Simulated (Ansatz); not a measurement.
# Migration of H in CaF$_{2}$

Level of theory: Ansatz 0.2.0, DFT PBE, scalar-relativistic, plane waves, PAW. Run with 420 eV cutoff, 2×2×2 k-mesh, Gaussian smearing of 0.02 eV, no spin polarisation.

Host crystal, relaxed:

```xyz
3
Lattice="0.0000 2.7559 2.7559 2.7559 0.0000 2.7559 2.7559 2.7559 0.0000" Properties=species:S:1:pos:R:3 pbc="T T T"
Ca    0.0000    0.0000    0.0000
F     4.1338    4.1338    4.1338
F     1.3779    1.3779    1.3779
```

In a supercell of 24 host sites with charge -1, interstitial H hops to an equivalent place, moving 3.90 Å between the relaxed ends. Climbing-image nudged elastic band at fixed cell with images 0 (start) to 4 (end), the path measured over all atoms, converged to 0.05 eV/Å; the order of the saddle wasn't checked, and the small cell leaves errors of about a tenth of an eV. Zero-point motion and tunnelling, which matter for H, are left out.

Supercell rows in host cell vectors: 2 -2 0; 2 0 -2; 2 0 0. H was set at (0.500, 0.500, 0.500) of the host cell.

At the relaxed start H has 4 F at 2.51 Å, 4 F at 2.52 Å.

Question: How high is the barrier, and where does the atom pass?

Answer: 1.67 eV at image 2, where H has 1 Ca at 1.94 Å, 1 Ca at 1.95 Å, 2 F at 2.01 Å.

Cost: 1 run of about 7.6 core-minutes, on AMD EPYC 7R43 (Zen 3) (shared hosts).